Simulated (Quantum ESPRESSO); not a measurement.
# TiNi (P4/mmm) in Quantum ESPRESSO: a series of runs

Runs on TiNi. Level: PBEsol. Tasks: single point.

All numbers are computed with Quantum ESPRESSO 7.5; they aren't measurements. Logs are shortened: lines on timing, memory, paths and dates and some standing lists are left out, and cuts for length are marked.

## 1. The crystal as given

Symmetry: P4/mmm, No. 123, tetragonal system. Conventional cell: a = 2.736 Å, b = 2.736 Å, c = 3.581 Å, α = 90.00°, β = 90.00°, γ = 90.00°. Ni (site symmetry 4/mmm) has 8 Ti at 2.64 Å and 4 Ni at 2.74 Å as nearest neighbours. Around Ti (site symmetry 4/mmm) lie 8 Ni at 2.64 Å and 4 Ti at 2.74 Å.

The cell comes from a database or a generator and needn't be the stable form of this composition.

## 2. Single point, PBEsol

File pw.in:

```
&CONTROL
  calculation = 'scf'
  prefix = 'pwscf'
  outdir = './tmp'
  pseudo_dir = './pseudo'
  tprnfor = .true.
  tstress = .true.
  disk_io = 'low'
/
&SYSTEM
  ibrav = 0
  celldm(1) = 8
  nat = 2
  ntyp = 2
  ecutwfc = 45
  ecutrho = 360
  nbnd = 22
  occupations = 'smearing'
  smearing = 'fd'
  degauss = 0.00367493
/
&ELECTRONS
  conv_thr = 4d-10
  electron_maxstep = 120
  mixing_beta = 0.5
/
ATOMIC_SPECIES
Ni    58.6934 ni_pbesol_v1.4.uspp.F.UPF
Ti    47.8670 ti_pbesol_v1.4.uspp.F.UPF
CELL_PARAMETERS alat
  0.6462398001162   0.0000000000000   0.0000000000000
  0.0000000000000   0.6462398001162   0.0000000000000
  0.0000000000000   0.0000000000000   0.8459855049995
ATOMIC_POSITIONS crystal
Ni     0.0000000000    0.0000000000    0.0000000000
Ti     0.5000000000    0.5000000000    0.5000000000
K_POINTS automatic
8 8 7 0 0 0
```

File pp_density.in:

```
&INPUTPP
  prefix = 'pwscf'
  outdir = './tmp'
  filplot = 'density.dat'
  plot_num = 0
/
&PLOT
  nfile = 1
  filepp(1) = 'density.dat'
  iflag = 3
  output_format = 6
  fileout = 'density.cube'
/
```

File pp_potential.in:

```
&INPUTPP
  prefix = 'pwscf'
  outdir = './tmp'
  filplot = 'potential.dat'
  plot_num = 11
/
&PLOT
  nfile = 1
  filepp(1) = 'potential.dat'
  iflag = 3
  output_format = 6
  fileout = 'potential.cube'
/
```

Potentials or basis: GBRV 1.5 PBEsol.

Run with:

```
$ OMP_NUM_THREADS=1 mpirun -n 2 pw.x -nk 2 -in pw.in > pw.out
$ OMP_NUM_THREADS=1 mpirun -n 1 pp.x -in pp_density.in > pp_density.out
$ OMP_NUM_THREADS=1 mpirun -n 1 pp.x -in pp_potential.in > pp_potential.out
```

pw.out:

```text
This program is part of the open-source Quantum ESPRESSO suite
     for quantum simulation of materials; please cite
         "P. Giannozzi et al., J. Phys.:Condens. Matter 21 395502 (2009);
         "P. Giannozzi et al., J. Phys.:Condens. Matter 29 465901 (2017);
         "P. Giannozzi et al., J. Chem. Phys. 152 154105 (2020);
     in publications or presentations arising from this work. More details at

     Message from routine setup:
     using ibrav=0 with symmetry is DISCOURAGED, use correct ibrav instead

     K-points division:     npool     =       2
     Subspace diagonalization in iterative solution of the eigenvalue problem:
     a serial algorithm will be used

     G-vector sticks info
     --------------------
     sticks:   dense  smooth     PW     G-vecs:    dense   smooth      PW
     Sum         761     377    121                20929     7341    1393

     Using Slab Decomposition

     bravais-lattice index     =            0
     lattice parameter (alat)  =       8.0000  a.u.
     unit-cell volume          =     180.8924 (a.u.)^3
     number of atoms/cell      =            2
     number of atomic types    =            2
     number of electrons       =        30.00
     number of Kohn-Sham states=           22
     kinetic-energy cutoff     =      45.0000  Ry
     charge density cutoff     =     360.0000  Ry
     scf convergence threshold =      4.0E-10
     mixing beta               =       0.5000
     number of iterations used =            8  plain     mixing
     Exchange-correlation= SLA  PW   PSX  PSC
                           (   1   4  10   8   0   0   0)

     celldm(1)=   8.000000  celldm(2)=   0.000000  celldm(3)=   0.000000
     celldm(4)=   0.000000  celldm(5)=   0.000000  celldm(6)=   0.000000

     crystal axes: (cart. coord. in units of alat)
               a(1) = (   0.646240   0.000000   0.000000 )
               a(2) = (   0.000000   0.646240   0.000000 )
               a(3) = (   0.000000   0.000000   0.845986 )

     reciprocal axes: (cart. coord. in units 2 pi/alat)
               b(1) = (  1.547413  0.000000  0.000000 )
               b(2) = (  0.000000  1.547413  0.000000 )
               b(3) = (  0.000000  0.000000  1.182053 )

     PseudoPot. # 1 for Ni read from file:
     ni_pbesol_v1.4.uspp.F.UPF
     Pseudo is Ultrasoft + core correction, Zval = 18.0
     Generated by new atomic code, or converted to UPF format
     Using radial grid of  865 points,  6 beta functions with:
                l(1) =   0
                l(2) =   0
                l(3) =   1
                l(4) =   1
                l(5) =   2
                l(6) =   2
     Q(r) pseudized with 10 coefficients,  rinner =    0.980   0.980   0.980
                                                       0.980   0.980

     PseudoPot. # 2 for Ti read from file:
     ti_pbesol_v1.4.uspp.F.UPF
     Pseudo is Ultrasoft + core correction, Zval = 12.0
     Generated by new atomic code, or converted to UPF format
     Using radial grid of  851 points,  6 beta functions with:
                l(1) =   0
                l(2) =   0
                l(3) =   1
                l(4) =   1
                l(5) =   2
                l(6) =   2
     Q(r) pseudized with  6 coefficients,  rinner =    1.000   1.000   1.000
                                                       1.000   1.000

     atomic species   valence    mass     pseudopotential
     Ni               18.00    58.69340     Ni( 1.00)
     Ti               12.00    47.86700     Ti( 1.00)

     16 Sym. Ops., with inversion, found

   Cartesian axes

     site n.     atom                  positions (alat units)
         1        Ni     tau(   1) = (   0.0000000   0.0000000   0.0000000  )
         2        Ti     tau(   2) = (   0.3231199   0.3231199   0.4229928  )

     number of k points=    60  Fermi-Dirac smearing, width (Ry)=  0.0037
                       cart. coord. in units 2pi/alat
        k(    1) = (   0.0000000   0.0000000   0.0000000), wk =   0.0044643
[... 53 lines left out ...]
   -87.1861 -47.7766 -47.6765 -47.6765 -40.6979 -17.0572 -16.7105 -16.7105
     8.2640  12.0136  12.5307  14.0836  14.0836  14.7396  15.6271  16.5717
    18.8476  18.8476  19.2922  19.7347  27.6914  27.9528

          k = 0.0000 0.0000 0.1689 (   923 PWs)   bands (ev):

   -87.1861 -47.7770 -47.6764 -47.6764 -40.6968 -17.0692 -16.7104 -16.7104
     8.5416  12.0789  12.6189  14.1224  14.1224  14.7509  15.5049  16.2801
    18.6447  18.6447  19.0666  19.2742  28.4720  28.4720

          k = 0.0000 0.0000 0.3377 (   930 PWs)   bands (ev):

   -87.1860 -47.7781 -47.6764 -47.6764 -40.6943 -17.0961 -16.7100 -16.7100
     9.3278  12.1502  12.8489  14.2181  14.2181  14.7765  15.1987  15.3468
    18.1512  18.2156  18.2156  19.2334  29.8489  29.8489

          k = 0.0000 0.0000 0.5066 (   950 PWs)   bands (ev):

   -87.1860 -47.7789 -47.6764 -47.6764 -40.6923 -17.1176 -16.7097 -16.7097
    10.4185  11.8128  13.0861  14.3052  14.3052  14.4205  14.7972  14.9008
    17.7382  17.8887  17.8887  19.2004  31.7025  31.8812

          k = 0.0000 0.1934 0.0000 (   929 PWs)   bands (ev):

   -87.1856 -47.7760 -47.6825 -47.6760 -40.6854 -17.0471 -16.8074 -16.7023
     8.6251  12.2016  12.6588  13.9887  14.1349  14.6634  15.7487  16.6074
    17.5727  18.8094  18.9636  21.2887  25.9965  27.6481
[... 285 lines left out ...]
   -87.1805 -47.7697 -47.7136 -47.7072 -40.5431 -17.2674 -17.1677 -16.9247
    11.8653  12.2605  12.7712  12.7920  14.7851  15.9032  16.8661  17.7259
    18.1167  18.1654  18.2280  20.5569  26.0582  27.0835

          k = 0.5803-0.7737 0.1689 (   920 PWs)   bands (ev):

   -87.1805 -47.7700 -47.7136 -47.7071 -40.5426 -17.2669 -17.1674 -16.9331
    12.0519  12.3925  12.8420  12.8655  14.7212  15.7813  16.2167  16.6165
    18.1798  18.7788  19.4930  20.7834  25.5068  26.9978

          k = 0.5803-0.7737 0.3377 (   912 PWs)   bands (ev):

   -87.1805 -47.7705 -47.7135 -47.7071 -40.5415 -17.2656 -17.1668 -16.9520
    12.5684  12.6997  13.0398  13.1000  14.4514  15.3224  15.3599  15.7498
    18.3224  19.3173  21.0832  21.5144  24.2953  26.0374

          k = 0.5803-0.7737 0.5066 (   898 PWs)   bands (ev):

   -87.1805 -47.7709 -47.7134 -47.7070 -40.5406 -17.2646 -17.1663 -16.9671
    12.9897  13.2340  13.2342  13.5232  13.9289  14.6429  14.7214  15.4940
    18.4678  19.5245  22.3999  22.4739  23.3763  24.6400

          k =-0.7737-0.7737 0.0000 (   912 PWs)   bands (ev):

   -87.1801 -47.7692 -47.7130 -47.7130 -40.5313 -17.2529 -17.2529 -16.9138
    11.7045  12.1575  12.6476  12.6476  15.2216  16.0164  18.0691  18.0691
    18.0777  18.0777  18.3103  20.2467  25.2330  26.3227

          k =-0.7737-0.7737 0.1689 (   904 PWs)   bands (ev):

   -87.1801 -47.7694 -47.7129 -47.7129 -40.5308 -17.2527 -17.2527 -16.9223
    11.9031  12.2939  12.7292  12.7292  15.2221  15.8518  16.6115  16.6115
    18.3577  19.7525  19.7525  20.2480  24.6734  26.1103

          k =-0.7737-0.7737 0.3377 (   888 PWs)   bands (ev):

   -87.1801 -47.7699 -47.7129 -47.7129 -40.5296 -17.2522 -17.2522 -16.9414
    12.4590  12.6135  12.9713  12.9713  15.2230  15.3579  15.4171  15.4171
    18.4878  20.2510  21.5919  21.5919  23.6608  25.5253

          k =-0.7737-0.7737 0.5066 (   900 PWs)   bands (ev):

   -87.1801 -47.7703 -47.7128 -47.7128 -40.5286 -17.2518 -17.2518 -16.9566
    12.8843  13.1876  13.3116  13.3116  14.5899  14.5899  14.6617  15.2238
    18.6260  20.2534  23.0097  23.5151  23.5151  24.9379

     the Fermi energy is    15.9025 ev

!    total energy              =    -462.28302660 Ry
     estimated scf accuracy    <          1.3E-10 Ry
     smearing contrib. (-TS)   =      -0.00140918 Ry
     internal energy E=F+TS    =    -462.28161742 Ry

     The total energy is F=E-TS. E is the sum of the following terms:
     one-electron contribution =    -257.73407601 Ry
     hartree contribution      =     144.06593103 Ry
     xc contribution           =     -53.06352616 Ry
     ewald contribution        =    -295.54994628 Ry

     convergence has been achieved in  19 iterations

     negative rho (up, down):  8.793E-04 0.000E+00

     Forces acting on atoms (cartesian axes, Ry/au):

     atom    1 type  1   force =     0.00000000    0.00000000    0.00000000
     atom    2 type  2   force =     0.00000000    0.00000000    0.00000000

     Total force =     0.000000     Total SCF correction =     0.000000

     Computing stress (Cartesian axis) and pressure

     negative rho (up, down):  8.793E-04 0.000E+00
          total   stress  (Ry/bohr**3)                   (kbar)     P=      -63.10
  -0.00033930   0.00000000   0.00000000          -49.91        0.00        0.00
   0.00000000  -0.00033930   0.00000000            0.00      -49.91        0.00
   0.00000000   0.00000000  -0.00060831            0.00        0.00      -89.49

=------------------------------------------------------------------------------=
   JOB DONE.
=------------------------------------------------------------------------------=
```

Wall time 20 s (2 MPI ranks of Arm Neoverse V2, shared host); peak memory 0.18 GiB.

What came out:

| Quantity | Value |
| --- | --- |
| Free energy | -6289.6810 eV |
| Pressure | -6.3 GPa |
| Band gap on the k mesh | none (metal or under the smearing width) |

Stress tensor (GPa, compression positive):
```
-4.99  0.00  0.00
 0.00 -4.99  0.00
 0.00  0.00 -8.95
```

Levels at points of the mesh, in eV from the Fermi level:
| k point | band 12 | band 13 | band 14 | band 15 | band 16 | band 17 | band 18 | band 19 |
| --- | --- | --- | --- | --- | --- | --- | --- | --- |
| (0.00, 0.00, 0.00) | -1.82 | -1.82 | -1.16 | -0.28 | 0.67 | 2.95 | 2.95 | 3.39 |
| (0.00, -0.50, 0.00) | -2.40 | -1.65 | -1.44 | -0.75 | -0.39 | 0.43 | 1.57 | 2.66 |
| (-0.50, -0.50, 0.00) | -3.25 | -0.68 | 0.11 | 2.17 | 2.17 | 2.18 | 2.18 | 2.41 |

Spin polarisation is off, so any magnetic state and its effect on volume and gap are missing.

## 3. Single point, PBEsol, collinear spin, ferromagnetic start

File pw.in:

```
&CONTROL
  calculation = 'scf'
  prefix = 'pwscf'
  outdir = './tmp'
  pseudo_dir = './pseudo'
  tprnfor = .true.
  tstress = .true.
  disk_io = 'nowf'
/
&SYSTEM
  ibrav = 0
  nat = 2
  ntyp = 2
  ecutwfc = 45
  ecutrho = 360
  nbnd = 25
  occupations = 'smearing'
  smearing = 'fd'
  degauss = 0.00367493
  nspin = 2
  starting_magnetization(1) = 0.0556
  starting_magnetization(2) = 0.0833
/
&ELECTRONS
  conv_thr = 4d-10
  electron_maxstep = 120
  mixing_beta = 0.3
/
ATOMIC_SPECIES
Ni    58.6934 ni_pbesol_v1.4.uspp.F.UPF
Ti    47.8670 ti_pbesol_v1.4.uspp.F.UPF
CELL_PARAMETERS bohr
   5.1699184009    0.0000000000    0.0000000000
   0.0000000000    5.1699184009    0.0000000000
   0.0000000000    0.0000000000    6.7678840400
ATOMIC_POSITIONS bohr
Ni     0.0000000000    0.0000000000    0.0000000000
Ti     2.5849592005    2.5849592005    3.3839420200
K_POINTS automatic
8 8 7 0 0 0
```

Potentials or basis: GBRV 1.5 PBEsol.

Run with:

```
$ OMP_NUM_THREADS=1 mpirun -n 2 pw.x -nk 2 -in pw.in > pw.out
```

It took 46 s on 2 MPI ranks of Arm Neoverse V2, shared host; peak memory 0.22 GiB.

It converged, with:

| Quantity | Value |
| --- | --- |
| Free energy | -6289.6810 eV |
| Pressure | -6.3 GPa |
| Band gap on the k mesh | none (metal or under the smearing width) |
| Net moment | 0.00 μB per cell |
| Absolute moment | 0.00 μB per cell |
| Valence electrons inside the program's atomic spheres | Ni 17.05; Ti 10.12 |

Stress tensor (GPa, compression positive):
```
-5.01  0.00  0.00
 0.00 -5.01  0.00
 0.00  0.00 -8.97
```

Levels at points of the mesh, in eV from the Fermi level:
Spin up:
```csv
k point,band 11,band 12,band 13,band 14,band 15,band 16,band 17,band 18,band 19,band 20
"(0.00, 0.00, 0.00)",-3.37,-1.82,-1.82,-1.16,-0.28,0.67,2.95,2.95,3.39,3.83
"(0.00, -0.50, 0.00)",-2.48,-2.40,-1.65,-1.44,-0.75,-0.39,0.43,1.57,2.66,5.24
"(-0.50, -0.50, 0.00)",-3.25,-3.25,-0.68,0.11,2.17,2.17,2.18,2.18,2.41,4.34
```
Spin down:
```tsv
k point	band 12	band 13	band 14	band 15	band 16	band 17	band 18	band 19
(0.00, 0.00, 0.00)	-1.82	-1.82	-1.16	-0.28	0.67	2.95	2.95	3.39
(0.00, -0.50, 0.00)	-2.40	-1.65	-1.44	-0.75	-0.39	0.43	1.57	2.66
(-0.50, -0.50, 0.00)	-3.26	-0.68	0.11	2.17	2.17	2.18	2.18	2.41
```

## 4. Single point, PBEsol, collinear spin, antiferromagnetic start

Edit pw.in of step 3 so:

```diff
@@ -21,3 +21,3 @@
   starting_magnetization(1) = 0.0556
-  starting_magnetization(2) = 0.0833
+  starting_magnetization(2) = -0.0833
 /
```

Run with:

```
$ OMP_NUM_THREADS=1 mpirun -n 2 pw.x -nk 2 -in pw.in > pw.out
```

Run time: 52 s. Hardware: 2 MPI ranks of Arm Neoverse V2, shared host; peak memory 0.22 GiB.

Results (log left out):

- Free energy: -6289.6810 eV
- Pressure: -6.3 GPa
- Band gap on the k mesh: none (metal or under the smearing width)
- Net moment: 0.00 μB per cell
- Absolute moment: 0.00 μB per cell
- Valence electrons inside the program's atomic spheres: Ni 17.05; Ti 10.12

Stress tensor (GPa, compression positive):
```
-5.01  0.00  0.00
 0.00 -5.01  0.00
 0.00  0.00 -8.97
```

Levels at points of the mesh, in eV from the Fermi level:
Spin up:
```
             k point  band 12  band 13  band 14  band 15  band 16  band 17  band 18  band 19
  (0.00, 0.00, 0.00)    -1.82    -1.82    -1.16    -0.28     0.67     2.95     2.95     3.39
 (0.00, -0.50, 0.00)    -2.40    -1.65    -1.44    -0.75    -0.39     0.43     1.57     2.66
(-0.50, -0.50, 0.00)    -3.25    -0.68     0.11     2.17     2.17     2.18     2.18     2.41
```
Spin down:
| k point | band 13 | band 14 | band 15 | band 16 | band 17 | band 18 |
| --- | --- | --- | --- | --- | --- | --- |
| (0.00, 0.00, 0.00) | -1.82 | -1.16 | -0.28 | 0.67 | 2.95 | 2.95 |
| (0.00, -0.50, 0.00) | -1.65 | -1.44 | -0.75 | -0.39 | 0.43 | 1.57 |
| (-0.50, -0.50, 0.00) | -0.68 | 0.11 | 2.17 | 2.17 | 2.18 | 2.18 |

## 5. Single point, PBEsol, collinear spin, ferrimagnetic start

File pw.in:

```
&CONTROL
  calculation = 'scf'
  prefix = 'pwscf'
  outdir = './tmp'
  pseudo_dir = './pseudo'
  tprnfor = .true.
  tstress = .true.
  disk_io = 'low'
/
&SYSTEM
  ibrav = 0
  celldm(1) = 8
  nat = 2
  ntyp = 2
  ecutwfc = 45
  ecutrho = 360
  nbnd = 25
  occupations = 'smearing'
  smearing = 'fd'
  degauss = 0.00367493
  nspin = 2
  starting_magnetization(1) = 0.0556
  starting_magnetization(2) = -0.0417
/
&ELECTRONS
  conv_thr = 4d-10
  electron_maxstep = 120
  mixing_beta = 0.3
/
ATOMIC_SPECIES
Ni    58.6934 ni_pbesol_v1.4.uspp.F.UPF
Ti    47.8670 ti_pbesol_v1.4.uspp.F.UPF
CELL_PARAMETERS alat
  0.6462398001162   0.0000000000000   0.0000000000000
  0.0000000000000   0.6462398001162   0.0000000000000
  0.0000000000000   0.0000000000000   0.8459855049995
ATOMIC_POSITIONS crystal
Ni     0.0000000000    0.0000000000    0.0000000000
Ti     0.5000000000    0.5000000000    0.5000000000
K_POINTS automatic
8 8 7 0 0 0
```

pp_density.in is that of step 2.

pp_potential.in is that of step 2.

File pp_spin.in:

```
&INPUTPP
  prefix = 'pwscf'
  outdir = './tmp'
  filplot = 'spin.dat'
  plot_num = 6
/
&PLOT
  nfile = 1
  filepp(1) = 'spin.dat'
  iflag = 3
  output_format = 6
  fileout = 'spin.cube'
/
```

Run with:

```
$ OMP_NUM_THREADS=1 mpirun -n 2 pw.x -nk 2 -in pw.in > pw.out
$ OMP_NUM_THREADS=1 mpirun -n 1 pp.x -in pp_density.in > pp_density.out
$ OMP_NUM_THREADS=1 mpirun -n 1 pp.x -in pp_potential.in > pp_potential.out
$ OMP_NUM_THREADS=1 mpirun -n 1 pp.x -in pp_spin.in > pp_spin.out
```

Run time: 52 s. Hardware: 2 MPI ranks of Arm Neoverse V2, shared host; peak memory 0.22 GiB.

The run converged. Its results:

- Free energy: -6289.6810 eV
- Pressure: -6.3 GPa
- Band gap on the k mesh: none (metal or under the smearing width)
- Net moment: 0.00 μB per cell
- Absolute moment: 0.00 μB per cell
- Valence electrons inside the program's atomic spheres: Ni 17.05; Ti 10.12

Stress tensor (GPa, compression positive):
```
-5.02  0.00  0.00
 0.00 -5.02  0.00
 0.00  0.00 -8.97
```

Levels at points of the mesh, in eV from the Fermi level:
Spin up:
```
             k point  band 11  band 12  band 13  band 14  band 15  band 16  band 17  band 18  band 19  band 20
  (0.00, 0.00, 0.00)    -3.37    -1.82    -1.82    -1.16    -0.28     0.67     2.95     2.95     3.39     3.83
 (0.00, -0.50, 0.00)    -2.48    -2.40    -1.65    -1.44    -0.75    -0.39     0.43     1.57     2.66     5.24
(-0.50, -0.50, 0.00)    -3.25    -3.25    -0.68     0.11     2.17     2.17     2.18     2.18     2.41     4.34
```
Spin down:
```csv
k point,band 12,band 13,band 14,band 15,band 16,band 17,band 18,band 19
"(0.00, 0.00, 0.00)",-1.82,-1.82,-1.16,-0.28,0.67,2.95,2.95,3.39
"(0.00, -0.50, 0.00)",-2.40,-1.65,-1.44,-0.75,-0.39,0.43,1.57,2.66
"(-0.50, -0.50, 0.00)",-3.26,-0.68,0.11,2.17,2.17,2.18,2.18,2.41
```

## 6. Single point, PBEsol, collinear spin, random start

File pw.in:

```
&CONTROL
  calculation = 'scf'
  prefix = 'pwscf'
  outdir = './tmp'
  pseudo_dir = './pseudo'
  tprnfor = .true.
  tstress = .true.
  disk_io = 'nowf'
/
&SYSTEM
  ibrav = 0
  nat = 2
  ntyp = 2
  ecutwfc = 45
  ecutrho = 360
  nbnd = 25
  occupations = 'smearing'
  smearing = 'fd'
  degauss = 0.00367493
  nspin = 2
  starting_magnetization(1) = -0.0389
  starting_magnetization(2) = -0.0192
/
&ELECTRONS
  conv_thr = 4d-10
  electron_maxstep = 120
  mixing_beta = 0.3
/
ATOMIC_SPECIES
Ni    58.6934 ni_pbesol_v1.4.uspp.F.UPF
Ti    47.8670 ti_pbesol_v1.4.uspp.F.UPF
CELL_PARAMETERS bohr
   5.1699184009    0.0000000000    0.0000000000
   0.0000000000    5.1699184009    0.0000000000
   0.0000000000    0.0000000000    6.7678840400
ATOMIC_POSITIONS bohr
Ni     0.0000000000    0.0000000000    0.0000000000
Ti     2.5849592005    2.5849592005    3.3839420200
K_POINTS automatic
8 8 7 0 0 0
```

Potentials or basis: GBRV 1.5 PBEsol.

Run with:

```
$ OMP_NUM_THREADS=1 mpirun -n 2 pw.x -nk 2 -in pw.in > pw.out
```

It took 45 s on 2 MPI ranks of Arm Neoverse V2, shared host; peak memory 0.22 GiB.

The run converged. Its results:

```yaml
Free_energy: -6289.6810 eV
Pressure: -6.3 GPa
Band_gap_on_the_k_mesh: none (metal or under the smearing width)
Net_moment: 0.00 μB per cell
Absolute_moment: 0.00 μB per cell
Valence_electrons_inside_the_program's_atomic_spheres: Ni 17.05; Ti 10.12
```

Stress tensor (GPa, compression positive):
```
-5.02  0.00  0.00
 0.00 -5.02  0.00
 0.00  0.00 -8.98
```

Levels at points of the mesh, in eV from the Fermi level:
Spin up:
```
             k point  band 13  band 14  band 15  band 16  band 17  band 18
  (0.00, 0.00, 0.00)    -1.82    -1.16    -0.28     0.67     2.95     2.95
 (0.00, -0.50, 0.00)    -1.65    -1.44    -0.75    -0.39     0.43     1.57
(-0.50, -0.50, 0.00)    -0.68     0.11     2.17     2.17     2.18     2.18
```
Spin down:
| k point | band 13 | band 14 | band 15 | band 16 | band 17 | band 18 |
| --- | --- | --- | --- | --- | --- | --- |
| (0.00, 0.00, 0.00) | -1.82 | -1.16 | -0.28 | 0.67 | 2.95 | 2.95 |
| (0.00, -0.50, 0.00) | -1.65 | -1.44 | -0.75 | -0.39 | 0.43 | 1.57 |
| (-0.50, -0.50, 0.00) | -0.68 | 0.11 | 2.17 | 2.17 | 2.18 | 2.18 |

## 7. The runs side by side

```tsv
spin	mixing beta	gap on the mesh (eV)	pressure (GPa)	moment (μB)
off	0.5	none	-6.3	-
collinear, ferromagnetic start	0.3	none	-6.3	0.00
collinear, antiferromagnetic start	0.3	none	-6.3	0.00
collinear, ferrimagnetic start	0.3	none	-6.3	0.00
collinear, random start	0.3	none	-6.3	0.00
```

Alike in all rows: task single point; level PBEsol; potentials or basis GBRV 1.5 PBEsol; cell as given; k mesh 8 × 8 × 7; cutoff (eV) 612; smearing fermi-dirac 0.05 eV.

Every run on the cell as given and a fine mesh finds a metal.

Absolute energies hang on the potentials; compare differences alone.
